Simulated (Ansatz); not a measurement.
ZrO$_{2}$:
```xyz
6
Lattice="3.5884 0.0000 0.0000 0.0000 3.5884 0.0000 0.0000 0.0000 5.2001" Properties=species:S:1:pos:R:3 pbc="T T T"
Zr     0.0000     0.0000     0.0000
Zr     1.7942     1.7942     2.6000
O      0.0000     1.7942     1.0309
O      0.0000     1.7942     3.6310
O      1.7942     0.0000     1.5691
O      1.7942     0.0000     4.1691
```

Relaxed with HSE06. Special points in fractions of this cell's reciprocal vectors: Γ (0.000, 0.000, 0.000); X (0.000, 0.500, 0.000); M (0.500, 0.500, 0.000); Z (0.000, 0.000, 0.500); R (0.000, 0.500, 0.500); A (0.500, 0.500, 0.500).

Task: List the band energies nearest the valence-band maximum at these points for the program Ansatz at the HSE06 level (PAW).

Result: In eV from the valence-band maximum; about four levels below and three above (degenerate sets whole), none deeper than 8.9 eV; points with the same levels are listed once.

```tsv
k	below	above
Γ	-0.70 -0.16 -0.09 -0.09	5.74 6.26 7.06
X	-1.53 -1.53 -0.13 -0.13	6.16 6.16 7.19 7.19
M	-0.86 -0.86 -0.41 -0.41	6.96 6.96 7.21 7.21
Z	-0.59 -0.59 0.00 0.00	6.36 6.36 6.99 6.99
R	-1.41 -1.41 -0.94 -0.94	6.29 6.29 6.62 6.62
A	-1.53 -1.53 -0.05 -0.05	6.99 6.99 7.47 7.47
```

Space group P4_2/nmc. This is a known high-temperature phase of the composition, computed here at zero pressure and temperature. The cell was relaxed with HSE06 under the symmetry of its start; its stability against distortions is not shown here. No spin polarisation was allowed. The hybrid was solved on a coarse mesh, the path and, where they were found, the r²SCAN edge points; its band edges are the extreme levels among these. Scalar-relativistic: spin–orbit coupling is off unless named, which matters more the heavier the elements.

Potentials: the later of the program's two PAW sets.
